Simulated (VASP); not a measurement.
Here is a VASP 6.6.1 calculation.

File INCAR:

```
SYSTEM = Ni
  PREC = Accurate
  ENCUT = 520
  EDIFF = 1E-7
  ISMEAR = 0
  SIGMA = 0.1
  LREAL = .FALSE.
  LASPH = .TRUE.
  NELM = 150
  ALGO = Fast
  ISIF = 3
  LWAVE = .FALSE.
  LCHARG = .FALSE.
  ISPIN = 2
  MAGMOM = 0.8
  LORBIT = 11
  LMAXMIX = 4
  IBRION = 2
  NSW = 80
  EDIFFG = -0.002
```

Contents of KPOINTS:

```
Automatic mesh
0
G
  20 20 20
  0 0 0
```

POSCAR

```
Ni
1.0
    0.0000000000      1.7619350000      1.7619350000
    1.7619350000      0.0000000000      1.7619350000
    1.7619350000      1.7619350000      0.0000000000
Ni
1
Direct
    0.0000000000      0.0000000000      0.0000000000
```

Potentials or basis: VASP PAW LDA potentials, release 64 (Ni).

Run with:

```sh
$ cat potpaw_LDA.64/Ni/POTCAR > POTCAR
$ mpirun -np 1 vasp_std > vasp.out
```

**Question.** What does it give for the site moments?

**Answer.** Ni +0.60 μB.

**Question.** Estimate the net moment.

**Answer.** 0.60 μB per cell.

**Question.** What does it give for the band gap on the k mesh?

**Answer.** None (metal or under the smearing width).

**Question.** What does it give for the relaxed cell?

**Answer.** a = 2.421 Å, b = 2.421 Å, c = 2.421 Å, α = 60.00°, β = 60.00°, γ = 60.00°.

Final structure:
```cif
data_structure
_symmetry_space_group_name_H-M 'P 1'
_symmetry_Int_Tables_number 1
_cell_length_a 2.4207
_cell_length_b 2.4207
_cell_length_c 2.4207
_cell_angle_alpha 60.000
_cell_angle_beta 60.000
_cell_angle_gamma 60.000
_cell_volume 10.03
loop_
_atom_site_label
_atom_site_type_symbol
_atom_site_fract_x
_atom_site_fract_y
_atom_site_fract_z
_atom_site_occupancy
Ni1 Ni 0.00000 0.00000 0.00000 1
```

LDA usually gives volumes a few per cent too small. Zero-point motion and thermal expansion aren't in these numbers.
